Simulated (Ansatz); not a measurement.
# InAs (F-43m) in Ansatz: notebook

One crystal, InAs, is run at these levels: RPBE, revPBE+D3(BJ), BLYP+D4, r2SCAN+rVV10, PBE; tasks: relaxation of cell and atoms, single point.

Program: Ansatz 0.2.0. These are calculated values, not measurements. Logs are shortened: lines on timing, memory, paths and dates and some standing lists are left out, and cuts for length are marked.

**The experiment to reproduce.**

A printed reference work, data compilation reports, for a bulk crystal of InAs at 4.2 K: band gap 0.418 eV (direct).

How close the calculation comes is told below.

## 1. Starting point

The structure is cubic, space group F-43m (No. 216). The conventional cell has a = 6.036 Å, b = 6.036 Å, c = 6.036 Å, α = 90.00°, β = 90.00°, γ = 90.00°. Around In (site symmetry -43m) lie 4 As at 2.61 Å. As (site symmetry -43m) has 4 In at 2.61 Å as nearest neighbours.

## 2. Relaxation of cell and atoms, RPBE

Contents of input.yaml:

```yaml
crystal:
  lattice:
    - [0.0, 3.018, 3.018]
    - [3.018, 0.0, 3.018]
    - [3.018, 3.018, 0.0]
  atoms:
    - { symbol: In, position: [0.0, 0.0, 0.0] }
    - { symbol: As, position: [0.75, 0.75, 0.75] }
hamiltonian:
  xc: rpbe
  pseudopotentials: { kind: paw }
kpoints:
  mp_grid: { grid: [8, 8, 8] }
scf:
  occupations: { method: fermi_dirac, width: 0.05 }
output:
  forces: true
  stress: true
relax:
  f_tol: 0.01
  max_steps: 40
  cell: { stress_tol: 0.05 }
```

Potentials or basis: Ansatz PAW.

Launch:

```
> ansatz run input.yaml --threads 2 --pin off --max-ram 5120MiB --backend cpu --events-out ev --progress --plain --runs-dir out
```

Standard output:

```text
Warning: RAYON_NUM_THREADS=2 ignored (pool sized by the plan → 2); use --threads N
Engine: ansatz 0.2.0, aarch64-unknown-linux-gnu
Pseudopotentials: kind: paw
Pseudopotential: In, paw, valence charge 13, recommended cutoff 420 eV (normal), In.paw.azcp
Pseudopotential: As, paw, valence charge 15, recommended cutoff 420 eV (normal), As.paw.azcp
Functional definition: RPBE
  parameter kappa = 0.804
  parameter beta = 0.06672455060314922
  exchange = rpbe_x(kappa = kappa, mu = beta*pi^2/3)
  correlation = pbe_c(beta = beta)
Crystal: 2 atoms, lattice volume = 54.978 Å³
Basis set: ecut = 420 eV, 1067 PW (Γ), exchange–correlation on 60×60×60 points (8 copies of the dense FFT grid, shifted against one another)
Bands: 18, of which v1, the nominal top of the filled ones, is band 14 counted from 1 (13 counted from 0)
Symmetry: 24 space group operations
Space group: F-43m (ITA 216), of the structure as read, at distance tolerance 3.8e-5 Å
k-points: 29 of 512 (time reversal used)
Non-local potential: In, projectors of the file, l = 0: 2, l = 1: 2, l = 2: 2, l = 3: 2
Non-local potential: As, projectors of the file, l = 0: 2, l = 1: 2, l = 2: 3, l = 3: 1
PAW form: soft (Blöchl's): semilocal exchange-correlation on the pseudo side does not see the compensation charge
PAW frozen core: In, regenerated for the run's functional, and the local potential with it (the file was generated under x = pbe(κ = 0.804, μ = 0.2195149727645171), c = pbe(β = 0.06672455060314922))
PAW frozen core: As, regenerated for the run's functional, and the local potential with it (the file was generated under x = pbe(κ = 0.804, μ = 0.2195149727645171), c = pbe(β = 0.06672455060314922))
PAW one-centre angular grid: In, 590 points (default); XC on 64 Gauss nodes
PAW one-centre angular grid: As, 590 points (default); XC on 64 Gauss nodes
Initial density: superposition of atomic densities (neutral atoms: chi_scale 0, normalization atom), corrected by the library's trained network
Initial wavefunctions: pseudopotential atomic-orbital guess
Functional: x = rpbe, c = pbe(β = 0.06672455060314922)
SCF iter   1: F=—  HF=-10468.691860 eV  |F-HF|=—  |Δ(HF+E_count)|=         —  Δρ=3.20e-3  dr2=5.71e-3  ethr=1.77e-3  ⟨swp⟩=6.1  Hψ=2554  notcnv=0
preconditioner: auto → none  [insulator: Δε(μ)=1.045 eV  Ē_g=14.879 eV  σ=0.050 eV  W_gap=0.74  n_scr=14 (ndim 8)  ℏωp=21.2 eV  f_vac=0.106  D(μ)=0.06/eV (n_scr^D=0)  ε∞_Penn≈3.0]
SCF iter   2: F=—  HF=-10468.689084 eV  |F-HF|=—  |Δ(HF+E_count)|=   2.78e-3  Δρ=8.50e-4  dr2=5.44e-4  ethr=2.04e-5  ⟨swp⟩=2.0  Hψ=1129  notcnv=0
SCF iter   3: F=—  HF=-10468.688943 eV  |F-HF|=—  |Δ(HF+E_count)|=   1.41e-4  Δρ=3.52e-4  dr2=5.82e-5  ethr=1.94e-6  ⟨swp⟩=2.0  Hψ=784  notcnv=0
SCF iter   4: F=—  HF=-10468.688968 eV  |F-HF|=—  |Δ(HF+E_count)|=   2.51e-5  Δρ=8.35e-5  dr2=2.86e-6  ethr=2.08e-7  ⟨swp⟩=3.0  Hψ=926  notcnv=0
SCF iter   5: F=—  HF=-10468.688969 eV  |F-HF|=—  |Δ(HF+E_count)|=   3.71e-7  Δρ=2.58e-5  dr2=2.36e-7  ethr=1.02e-8  ⟨swp⟩=2.0  Hψ=929  notcnv=0
SCF iter   6: F=-10468.688969 eV  HF=-10468.688969 eV  |F-HF|=2.86e-8  |Δ(HF+E_count)|=   4.47e-7  Δρ=5.37e-6  dr2=7.57e-9  ethr=3.57e-10  ⟨swp⟩=5.0  Hψ=1763  notcnv=0
SCF 1 converged in 6 iterations: F = -10468.688969 eV  dr2 = 7.57e-9
relax step   1: F+E_penalty+E_count = -10468.68896917 eV  Δ(F+E_penalty+E_count) = +0.000e0 eV  max|allowed force component| = 1.399e-16 eV/Å  Δτ_max = 0.0000 Å  P = +6.039 GPa  Ω = 54.978 Å³  (6 SCF iters, dr2 threshold 1.00e-7 eV, accepted)
Crystal: 2 atoms, lattice volume = 62.820 Å³
Basis set: ecut = 420 eV, 1243 PW (Γ), exchange–correlation on 60×60×60 points (8 copies of the dense FFT grid, shifted against one another)
Initial density: handed on by an earlier stage of this run
Initial wavefunctions: those handed on with the density
iter 1 solved again at ethr=4.48e-5 eV; its pass at ethr=3.10e-3 eV (dr2=1.26e-2 eV) is discarded
SCF iter   1: F=—  HF=-10468.783871 eV  |F-HF|=—  |Δ(HF+E_count)|=         —  Δρ=3.86e-3  dr2=1.25e-2  ethr=4.48e-5  ⟨swp⟩=1.5  Hψ=3725  notcnv=0
preconditioner: auto → none  [insulator: Δε(μ)=0.791 eV  Ē_g=14.297 eV  σ=0.050 eV  W_gap=0.76  n_scr=14 (ndim 8)  ℏωp=19.9 eV  f_vac=0.163  D(μ)=0.06/eV (n_scr^D=0)  ε∞_Penn≈2.9]
SCF iter   2: F=—  HF=-10468.785609 eV  |F-HF|=—  |Δ(HF+E_count)|=   1.74e-3  Δρ=1.82e-3  dr2=2.03e-3  ethr=4.46e-5  ⟨swp⟩=2.0  Hψ=754  notcnv=0
SCF iter   3: F=—  HF=-10468.787241 eV  |F-HF|=—  |Δ(HF+E_count)|=   1.63e-3  Δρ=6.21e-4  dr2=4.29e-4  ethr=7.23e-6  ⟨swp⟩=2.0  Hψ=1025  notcnv=0
SCF iter   4: F=—  HF=-10468.787442 eV  |F-HF|=—  |Δ(HF+E_count)|=   2.01e-4  Δρ=1.61e-4  dr2=1.61e-5  ethr=1.53e-6  ⟨swp⟩=2.0  Hψ=929  notcnv=0
SCF iter   5: F=—  HF=-10468.787489 eV  |F-HF|=—  |Δ(HF+E_count)|=   4.66e-5  Δρ=4.39e-5  dr2=1.11e-6  ethr=5.74e-8  ⟨swp⟩=3.0  Hψ=933  notcnv=0
SCF iter   6: F=-10468.787494 eV  HF=-10468.787494 eV  |F-HF|=3.64e-7  |Δ(HF+E_count)|=   4.88e-6  Δρ=1.41e-5  dr2=1.38e-7  ethr=7.14e-10  ⟨swp⟩=5.1  Hψ=1981  notcnv=0
SCF 2 converged in 6 iterations: F = -10468.787494 eV  dr2 = 1.38e-7
relax step   2: F+E_penalty+E_count = -10468.78749398 eV  Δ(F+E_penalty+E_count) = -9.852e-2 eV  max|allowed force component| = 5.609e-17 eV/Å  Δτ_max = 0.0000 Å  P = -1.068 GPa  Ω = 62.820 Å³  energy of the carried Pulay correction = -1.788e-3 eV  (6 SCF iters, dr2 threshold 2.00e-7 eV, accepted)
Crystal: 2 atoms, lattice volume = 61.502 Å³
iter 1 solved again at ethr=1.08e-6 eV; its pass at ethr=3.10e-3 eV (dr2=3.02e-4 eV) is discarded
SCF iter   1: F=—  HF=-10468.793069 eV  |F-HF|=—  |Δ(HF+E_count)|=         —  Δρ=6.04e-4  dr2=2.76e-4  ethr=1.08e-6  ⟨swp⟩=3.0  Hψ=3632  notcnv=0
preconditioner: auto → none  [insulator: Δε(μ)=0.839 eV  Ē_g=14.368 eV  σ=0.050 eV  W_gap=0.76  n_scr=14 (ndim 8)  ℏωp=20.1 eV  f_vac=0.127  D(μ)=0.06/eV (n_scr^D=0)  ε∞_Penn≈3.0]
SCF iter   2: F=—  HF=-10468.793082 eV  |F-HF|=—  |Δ(HF+E_count)|=   1.30e-5  Δρ=2.79e-4  dr2=4.30e-5  ethr=9.86e-7  ⟨swp⟩=2.0  Hψ=627  notcnv=0
SCF iter   3: F=—  HF=-10468.793107 eV  |F-HF|=—  |Δ(HF+E_count)|=   2.49e-5  Δρ=8.71e-5  dr2=7.99e-6  ethr=1.54e-7  ⟨swp⟩=2.0  Hψ=928  notcnv=0
SCF iter   4: F=—  HF=-10468.793108 eV  |F-HF|=—  |Δ(HF+E_count)|=   1.71e-6  Δρ=2.42e-5  dr2=3.12e-7  ethr=2.86e-8  ⟨swp⟩=2.0  Hψ=929  notcnv=0
SCF iter   5: F=-10468.793109 eV  HF=-10468.793109 eV  |F-HF|=6.05e-8  |Δ(HF+E_count)|=   7.38e-7  Δρ=6.21e-6  dr2=2.14e-8  ethr=7.14e-10  ⟨swp⟩=4.8  Hψ=1801  notcnv=0
SCF 3 converged in 5 iterations: F = -10468.793109 eV  dr2 = 2.14e-8
relax step   3: F+E_penalty+E_count = -10468.79310908 eV  Δ(F+E_penalty+E_count) = -5.615e-3 eV  max|allowed force component| = 4.669e-17 eV/Å  Δτ_max = 0.0000 Å  P = -0.210 GPa  Ω = 61.502 Å³  energy of the carried Pulay correction = -1.504e-3 eV  (5 SCF iters, dr2 threshold 2.00e-7 eV, accepted)
Crystal: 2 atoms, lattice volume = 61.188 Å³
iter 1 solved again at ethr=7.13e-8 eV; its pass at ethr=3.10e-3 eV (dr2=2.00e-5 eV) is discarded
SCF iter   1: F=—  HF=-10468.793370 eV  |F-HF|=—  |Δ(HF+E_count)|=         —  Δρ=1.45e-4  dr2=1.66e-5  ethr=7.13e-8  ⟨swp⟩=3.6  Hψ=3395  notcnv=0
preconditioner: auto → none  [insulator: Δε(μ)=0.848 eV  Ē_g=14.388 eV  σ=0.050 eV  W_gap=0.76  n_scr=14 (ndim 8)  ℏωp=20.1 eV  f_vac=0.127  D(μ)=0.06/eV (n_scr^D=0)  ε∞_Penn≈3.0]
SCF iter   2: F=—  HF=-10468.793373 eV  |F-HF|=—  |Δ(HF+E_count)|=   2.13e-6  Δρ=6.80e-5  dr2=2.69e-6  ethr=5.93e-8  ⟨swp⟩=2.0  Hψ=635  notcnv=0
SCF iter   3: F=—  HF=-10468.793375 eV  |F-HF|=—  |Δ(HF+E_count)|=   2.13e-6  Δρ=2.20e-5  dr2=5.30e-7  ethr=9.59e-9  ⟨swp⟩=2.0  Hψ=929  notcnv=0
SCF iter   4: F=-10468.793375 eV  HF=-10468.793375 eV  |F-HF|=5.22e-8  |Δ(HF+E_count)|=   2.15e-7  Δρ=6.12e-6  dr2=2.15e-8  ethr=3.94e-10  ⟨swp⟩=5.0  Hψ=1959  notcnv=0
SCF 4 converged in 4 iterations: F = -10468.793375 eV  dr2 = 2.15e-8
relax step   4: F+E_penalty+E_count = -10468.79337496 eV  Δ(F+E_penalty+E_count) = -2.659e-4 eV  max|allowed force component| = 5.493e-17 eV/Å  Δτ_max = 0.0000 Å  P = +0.011 GPa  Ω = 61.188 Å³  energy of the carried Pulay correction = -1.435e-3 eV  (4 SCF iters, dr2 threshold 1.10e-7 eV, accepted)
Initial wavefunctions: pseudopotential atomic-orbital guess (no wavefunctions were taken with the density)
iter 1 solved again at ethr=2.72e-7 eV; its pass at ethr=3.10e-3 eV (dr2=7.61e-5 eV) is discarded
SCF iter   1: F=—  HF=-10468.794636 eV  |F-HF|=—  |Δ(HF+E_count)|=         —  Δρ=1.63e-4  dr2=2.95e-6  ethr=2.72e-7  ⟨swp⟩=2.7  Hψ=3768  notcnv=0
preconditioner: auto → none  [insulator: Δε(μ)=0.848 eV  Ē_g=14.389 eV  σ=0.050 eV  W_gap=0.76  n_scr=14 (ndim 8)  ℏωp=20.1 eV  f_vac=0.127  D(μ)=0.06/eV (n_scr^D=0)  ε∞_Penn≈3.0]
SCF iter   2: F=—  HF=-10468.794693 eV  |F-HF|=—  |Δ(HF+E_count)|=   5.76e-5  Δρ=7.23e-5  dr2=5.85e-7  ethr=1.05e-8  ⟨swp⟩=3.0  Hψ=1101  notcnv=0
SCF iter   3: F=—  HF=-10468.794711 eV  |F-HF|=—  |Δ(HF+E_count)|=   1.73e-5  Δρ=2.10e-5  dr2=5.27e-8  ethr=2.09e-9  ⟨swp⟩=2.7  Hψ=758  notcnv=0
SCF iter   4: F=—  HF=-10468.794712 eV  |F-HF|=—  |Δ(HF+E_count)|=   1.47e-6  Δρ=3.84e-6  dr2=6.01e-9  ethr=1.88e-10  ⟨swp⟩=2.0  Hψ=784  notcnv=0
SCF iter   5: F=—  HF=-10468.794712 eV  |F-HF|=—  |Δ(HF+E_count)|=   1.73e-8  Δρ=1.18e-6  dr2=4.19e-10  ethr=2.15e-11  ⟨swp⟩=2.0  Hψ=929  notcnv=0
SCF iter   6: F=—  HF=-10468.794712 eV  |F-HF|=—  |Δ(HF+E_count)|=   1.18e-9  Δρ=2.87e-7  dr2=2.07e-11  ethr=1.50e-12  ⟨swp⟩=2.0  Hψ=929  notcnv=0
SCF iter   7: F=-10468.794712 eV  HF=-10468.794712 eV  |F-HF|=1.82e-12  |Δ(HF+E_count)|=  8.37e-11  Δρ=5.27e-8  dr2=1.39e-12  ethr=1.00e-12  ⟨swp⟩=6.0  Hψ=2064  notcnv=0
SCF 5 converged in 7 iterations: F = -10468.794712 eV  dr2 = 1.39e-12
relax step   5: F+E_penalty+E_count = -10468.79471210 eV  Δ(F+E_penalty+E_count) = -1.337e-3 eV  max|allowed force component| = 5.609e-17 eV/Å  Δτ_max = 0.0000 Å  P = +0.005 GPa  Ω = 61.188 Å³  stress off target by 4.78e-3 GPa  SCF on the basis re-selected at this cell (its energy is not comparable with the rows above)  (7 SCF iters)
basis re-selected at this cell: Δ(F+E_penalty+E_count) = -1.337e-3 eV, ΔP = -0.006 GPa vs the last step (what re-selecting the basis moved, of the pressure what is left beyond the Pulay correction that the steps carried, after the strain that the cell walked since its last selection, with what the two solves' SCF thresholds leave and, on support functions, any second-order correction that the steps lacked; it is no measure of the basis error at this ecutwfc). This SCF's stress stands 4.78e-3 GPa from its target on what of the cell is left free (relax.cell.stress_tol is 5.00e-2 GPa) and its largest allowed force component is 5.61e-17 eV/Å (relax.f_tol is 1.00e-2 eV/Å): within both
SCF converged after 7 iterations
Free energy (F): -10468.794712 eV
Harris-Foulkes:  -10468.794712 eV  (|F-HF|=1.82e-12)
Internal energy: -10468.794093 eV  (E = F + TS)
E sigma→0 (E₀):  -10468.794403 eV
Entropy (-TS):   -0.000619 eV (-0.310 meV/atom)
Fermi energy:    6.734915 eV
--- Per-component energies (eV) ---
  E_band       = -339.181378
  E_kinetic    = 344.263305
  E_local      = -3409.030656  (includes V_loc(G=0)·N_el)
  E_nonlocal   = -305.100064
  E_hartree    = 1638.764168
  E_xc         = -293.997642
  E_vxc        = -176.537877  (∫ρ·V_xc dr)
  E_paw        = -6004.312730  (= ΣΔE_a)
  E_vpaw       = -70.304440  (= ΣTr[D̂ρ^β])
  E_aug_tail   = 0.000034  (compensation charges beyond the density's cutoff)
  E_ewald      = -2439.213709
  E_core_change = -0.166799  (= ΣΔE_core)
  E_smearing   = -0.000619  (= −TS)
  E_closure    = -0.000000  (closes the sum)
  Σ components = -10468.794712   (vs F -10468.794712, Δ=0.00e0)
--- Forces (eV/Å), atoms counted from 1 ---
  atom   1  In    -0.00000000     0.00000000     0.00000000
  atom   2  As     0.00000000    -0.00000000    -0.00000000
  max |Σ_I F_I| component: 9.14e-17 eV/Å
--- Stress (GPa, compression-positive) ---
        0.004778       0.000000       0.000000
        0.000000       0.004778       0.000000
       -0.000000       0.000000       0.004778
  P = ⅓ Tr σ = 0.0048 GPa (0.048 kbar)
--- Relaxed structure (4 steps of the walk, 4 accepted, 1 SCFs on fresh bases) ---
  F+E_penalty+E_count = -10468.79471210 eV   max|allowed force component| = 5.609e-17 eV/Å   (the final SCF, on the basis selected at the relaxed cell)
  cell:  # Å, volume = 61.1880 Å³
    - [5.324663774375891e-33, 3.1276056767004894, 3.1276056767004894]
    - [3.127605676700489, 3.2457519849544905e-32, 3.1276056767004894]
    - [3.127605676700489, 3.1276056767004894, 2.4381355177405395e-32]
  atoms:
    - { symbol: In, position: [-7.418467728131748e-34, 8.694763251251189e-34, -6.115582714947322e-35] }
    - { symbol: As, position: [0.7499999999999999, 0.7499999999999999, 0.7499999999999999] }
```

Wall time 6.7 s (2 threads of Arm Neoverse V1, shared host); peak memory 0.36 GiB.

Results:

```
Free energy                            : -10468.7947 eV
Relaxed volume                         : 30.59 Å³/atom
Relaxed cell                           : a = 4.423 Å, b = 4.423 Å, c = 4.423 Å, α = 60.00°, β = 60.00°, γ = 60.00°
Space group after relaxing (to 0.05 Å) : F-43m (No. 216)
Energy gained by relaxing              : 52.9 meV/atom
Ionic steps                            : 5
Pressure after relaxing                : 0.0 GPa
```

Step by step:
| step | energy change (eV) | largest force (eV/Å) | volume (Å³) |
| --- | --- | --- | --- |
| 1 | 0.0000 | 0.0000 | 54.98 |
| 2 | -0.0985 | 0.0000 | 62.82 |
| 3 | -0.1041 | 0.0000 | 61.50 |
| 4 | -0.1044 | 0.0000 | 61.19 |
| 5 | -0.1057 | 0.0000 | 61.19 |

Final structure:
```
In As
1.0
     0.00000    3.12761    3.12761
     3.12761    0.00000    3.12761
     3.12761    3.12761    0.00000
In As
1 1
Direct
  0.00000 0.00000 0.00000
  0.75000 0.75000 0.75000
```

Caveat: the plane-wave basis is chosen anew once the cell has moved, so the energies of steps on either side of that aren't comparable; the volume moved by +11 % from the deposited cell, more than functionals usually miss; the PAW data sets come from PBE, with cores solved anew for the run's functional, which leaves a small shift of forces and pressure. RPBE and its kin give volumes clearly too large for solids.

## 3. Relaxation of cell and atoms, revPBE+D3(BJ)

Changes to input.yaml since step 2:

```diff
@@ -9,4 +9,5 @@
 hamiltonian:
-  xc: rpbe
+  xc: revpbe
   pseudopotentials: { kind: paw }
+  dispersion: d3bj
 kpoints:
```

Potentials or basis: Ansatz PAW.

Launch:

```
> ansatz run input.yaml --threads 2 --pin off --max-ram 5120MiB --backend cpu --events-out ev --progress --plain --runs-dir out
```

Run time: 5.1 s. Hardware: 2 threads of Arm Neoverse V1, shared host; peak memory 0.35 GiB.

Results (log left out):

```yaml
Free_energy: -10465.8058 eV
Relaxed_volume: 28.23 Å³/atom
Relaxed_cell: a = 4.306 Å, b = 4.306 Å, c = 4.306 Å, α = 60.00°, β = 60.00°, γ = 60.00°
Space_group_after_relaxing_to_0.05_Å: F-43m (No. 216)
Energy_gained_by_relaxing: 3.4 meV/atom
Ionic_steps: 4
Pressure_after_relaxing: 0.0 GPa
```

The path:
```tsv
step	energy change (eV)	largest force (eV/Å)	volume (Å³)
1	0.0000	0.0000	54.98
2	-0.0057	0.0000	56.90
3	-0.0064	0.0000	56.45
4	-0.0068	0.0000	56.45
```

Final structure:
```
CELL_PARAMETERS angstrom
0.00000 3.04479 3.04479
3.04479 0.00000 3.04479
3.04479 3.04479 0.00000
ATOMIC_POSITIONS crystal
In 0.00000 0.00000 0.00000
As 0.75000 0.75000 0.75000
```

Caveat: the plane-wave basis is chosen anew once the cell has moved, so the energies of steps on either side of that aren't comparable; the PAW data sets come from PBE, with cores solved anew for the run's functional, which leaves a small shift of forces and pressure. Zero-point motion and thermal expansion aren't in these numbers.

## 4. Relaxation of cell and atoms, BLYP+D4

Changes to input.yaml since step 3:

```diff
@@ -9,5 +9,5 @@
 hamiltonian:
-  xc: revpbe
+  xc: blyp
   pseudopotentials: { kind: paw }
-  dispersion: d3bj
+  dispersion: d4
 kpoints:
```

Potentials or basis: Ansatz PAW.

Launch:

```
> ansatz run input.yaml --threads 2 --pin off --max-ram 5120MiB --backend cpu --events-out ev --progress --plain --runs-dir out
```

Standard output:

```text
Warning: RAYON_NUM_THREADS=2 ignored (pool sized by the plan → 2); use --threads N
[... 4 set-up lines as earlier in the session ...]
Functional definition: BLYP
  parameter beta = 0.0042
  parameter a = 0.04918
  parameter b = 0.132
  parameter c = 0.2533
  parameter d = 0.349
  exchange = b88_x(beta = beta)
  correlation = lyp_c(a = a, b = b, c = c, d = d)
Crystal: 2 atoms, lattice volume = 54.978 Å³
Basis set: ecut = 420 eV, 1067 PW (Γ), exchange–correlation on 60×60×60 points (8 copies of the dense FFT grid, shifted against one another)
Bands: 18, of which v1, the nominal top of the filled ones, is band 14 counted from 1 (13 counted from 0)
[... 2 set-up lines as earlier in the session ...]
k-points: 29 of 512 (time reversal used)
[... 3 set-up lines as earlier in the session ...]
[... 75 lines left out ...]
  E_paw        = -6020.567084  (= ΣΔE_a)
  E_vpaw       = -68.606874  (= ΣTr[D̂ρ^β])
  E_aug_tail   = 0.000037  (compensation charges beyond the density's cutoff)
  E_ewald      = -2481.178549
  E_disp       = -1.221714  (pairwise vdW)
  E_core_change = 0.006488  (= ΣΔE_core)
  E_smearing   = -0.000582  (= −TS)
  E_closure    = -0.000000  (closes the sum)
  Σ components = -10482.356642   (vs F -10482.356642, Δ=0.00e0)
--- Forces (eV/Å), atoms counted from 1 ---
  atom   1  In     0.00000000     0.00000000     0.00000000
  atom   2  As     0.00000000     0.00000000    -0.00000000
  max |Σ_I F_I| component: 8.79e-17 eV/Å
--- Stress (GPa, compression-positive) ---
       -0.002733      -0.000000      -0.000000
       -0.000000      -0.002733       0.000000
       -0.000000       0.000000      -0.002733
  P = ⅓ Tr σ = -0.0027 GPa (-0.027 kbar)
--- Relaxed structure (4 steps of the walk, 4 accepted, 1 SCFs on fresh bases) ---
  F+E_penalty+E_count = -10482.35664230 eV   max|allowed force component| = 4.857e-17 eV/Å   (the final SCF, on the basis selected at the relaxed cell)
  cell:  # Å, volume = 58.1355 Å³
    - [-6.324055632468524e-33, 3.074707640441701, 3.074707640441701]
    - [3.074707640441701, 1.9674792441312547e-32, 3.074707640441701]
    - [3.074707640441701, 3.074707640441701, 1.0280200267496962e-32]
  atoms:
    - { symbol: In, position: [-1.595369403899301e-34, 5.849687814297436e-34, -6.7005514963770636e-34] }
    - { symbol: As, position: [0.7499999999999999, 0.7499999999999999, 0.7499999999999999] }
```

It took 6.6 s on 2 threads of Arm Neoverse V1, shared host; peak memory 0.35 GiB.

Results:

```yaml
Free_energy: -10482.3566 eV
Relaxed_volume: 29.07 Å³/atom
Relaxed_cell: a = 4.348 Å, b = 4.348 Å, c = 4.348 Å, α = 60.00°, β = 60.00°, γ = 60.00°
Space_group_after_relaxing_to_0.05_Å: F-43m (No. 216)
Energy_gained_by_relaxing: 14.9 meV/atom
Ionic_steps: 5
Pressure_after_relaxing: 0.0 GPa
```

Step by step:
```csv
step,energy change (eV),largest force (eV/Å),volume (Å³)
1,0.0000,0.0000,54.98
2,-0.0269,0.0000,59.05
3,-0.0293,0.0000,58.23
4,-0.0293,0.0000,58.14
5,-0.0299,0.0000,58.14
```

Final structure:
```
CELL_PARAMETERS angstrom
0.00000 3.07471 3.07471
3.07471 0.00000 3.07471
3.07471 3.07471 0.00000
ATOMIC_POSITIONS crystal
In 0.00000 0.00000 0.00000
As 0.75000 0.75000 0.75000
```

Caveat: the plane-wave basis is chosen anew once the cell has moved, so the energies of steps on either side of that aren't comparable; the PAW data sets come from PBE, with cores solved anew for the run's functional, which leaves a small shift of forces and pressure. Zero-point motion and thermal expansion aren't in these numbers.

[end of part 1 of 2]
